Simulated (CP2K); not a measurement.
## Te2Mo: band structure with PBE

**The experiment to reproduce.**

From “Broadband infrared study of pressure-tunable Fano resonance and metallization transition in 2H-MoTe2”, 2022, pmc:9569381, for a bulk crystal of Te2Mo at 300 K: band gap 0.88 ± 0.05 eV (indirect).

Te2Mo:

```
Te Mo
1.0
     3.51820    0.00000    0.00000
    -1.75910    3.04685    0.00000
     0.00000    0.00000   13.97360
Te Mo
4 2
Cartesian
  1.7591 1.0156 5.2960
  0.0000 2.0312 12.2828
  1.7591 1.0156 1.6908
  0.0000 2.0312 8.6776
  1.7591 1.0156 10.4802
  0.0000 2.0312 3.4934
```

| Item | Value |
| --- | --- |
| Program | CP2K 2026.2 |
| Task | band structure |
| Functional | PBE |
| Potentials or basis | POTENTIAL_UZH Te GTH-PBE-q6, Mo GTH-PBE-q14; DZVP-MOLOPT-PBE-GTH basis |
| Density cutoff | 6123 eV |
| k mesh | 9 × 9 × 2 |
| Occupations | fermi-dirac, width 0.05 eV |
| Spin | no spin polarisation |
| SCF solver | diagonalisation with k points |
| Quickstep method | GPW |
| EPS_DEFAULT | 1.0E-10 |
| EPS_SCF | 1.0E-6 |
| MAX_SCF | 100 |
| SCF_GUESS | ATOMIC |
| k points reduced by the point group | yes |
| Mesh centred on Gamma | yes |
| CHOLESKY | OFF |
| EPS_EIGVAL | 1.0E-7 |
| MIXING METHOD | BROYDEN_MIXING |
| MIXING ALPHA | 0.4 |
| NBUFFER | 8 |
| NGRIDS | 4 |
| Basis sets | Te DZVP-MOLOPT-PBE-GTH-q6, Mo DZVP-MOLOPT-PBE-GTH-q14 |
| Potentials | Te GTH-PBE-q6 of POTENTIAL_UZH, Mo GTH-PBE-q14 of POTENTIAL_UZH |
| ADDED_MOS | [24] |
| Points a segment of the path (NPOINTS) | 8 |
| Bands added on the path | 6 |
| REL_CUTOFF (Ry) | 60 Ry |
| MIXING BETA (1/bohr) | 1.5 1/bohr |
| CUTOFF of the grids | 450 Ry |

| Property | Result |
| --- | --- |
| Pressure | 6.4 GPa |
| Largest force | 0.412 eV/Å |
| Band gap on the k mesh | 0.89 eV, indirect (least direct gap 1.05 eV) |
| Band gap along the path | 0.83 eV, indirect (least direct gap 1.05 eV) |
| Mulliken charges | Te +0.18; Mo -0.35 e |

Forces in eV/Å, atoms in the order of the input:
```
Te   0.000  0.000  0.412
Te   0.000  0.000  0.412
Te   0.000  0.000 -0.412
Te   0.000  0.000 -0.412
Mo   0.000  0.000  0.000
Mo   0.000  0.000  0.000
```

Stress tensor (GPa, compression positive):
```
6.32 0.00 0.00
0.00 6.32 0.00
0.00 0.00 6.43
```

Levels at the corners of the path, in eV from the valence-band top:
```tsv
point	band 22	band 23	band 24	band 25	band 26	band 27	band 28	band 29	band 30	band 31
Γ	-1.09	-1.09	-1.06	-0.49	0.00	2.82	2.82	2.91	2.91	3.00
M	-1.97	-1.11	-1.00	-0.75	-0.47	1.30	1.36	1.53	1.78	2.84
K	-3.32	-2.00	-2.00	-0.29	-0.09	0.95	0.95	1.34	2.29	2.36
Γ	-1.09	-1.09	-1.06	-0.49	0.00	2.82	2.82	2.91	2.91	3.00
A	-1.11	-1.11	-1.11	-0.12	-0.12	2.84	2.84	2.84	2.84	3.15
L	-2.08	-1.04	-1.04	-0.61	-0.61	1.32	1.32	1.67	1.67	3.27
H	-2.95	-2.16	-2.16	-0.21	-0.21	0.96	0.96	1.79	1.79	2.41
A	-1.11	-1.11	-1.11	-0.12	-0.12	2.84	2.84	2.84	2.84	3.15
L	-2.08	-1.04	-1.04	-0.61	-0.61	1.32	1.32	1.67	1.67	3.27
M	-1.97	-1.11	-1.00	-0.75	-0.47	1.30	1.36	1.53	1.78	2.84
K	-3.32	-2.00	-2.00	-0.29	-0.09	0.95	0.95	1.34	2.29	2.36
H	-2.95	-2.16	-2.16	-0.21	-0.21	0.96	0.96	1.79	1.79	2.41
```

Wall time 54 s on 1 thread of Arm Neoverse V1, with other jobs on the host, peak memory 0.5 GiB.

Measured gap of Te2Mo: 0.88 eV (indirect; 300 K; quoted in “Broadband infrared study of pressure-tunable Fano resonance and metallization transition in 2H-MoTe2”, 2022, pmc:9569381). This calculation gives 0.83 eV (-0.05 eV). Spin-orbit coupling on Mo, Te is left out. The value is that of PBE in an atomic basis (POTENTIAL_UZH Te GTH-PBE-q6, Mo GTH-PBE-q14; DZVP-MOLOPT-PBE-GTH basis), whose error adds to the functional's,, without temperature or zero-point motion. Semilocal functionals fall short of measured gaps as a rule.

Caveat: Mulliken charges move with the basis; spin-orbit coupling is left out, which moves the levels of the heavy elements; this functional lacks dispersion, which binds the layers, so the pressure and a relaxed spacing across them are unreliable; the basis of atomic orbitals isn't converged, which shifts pressures, moduli and gaps.
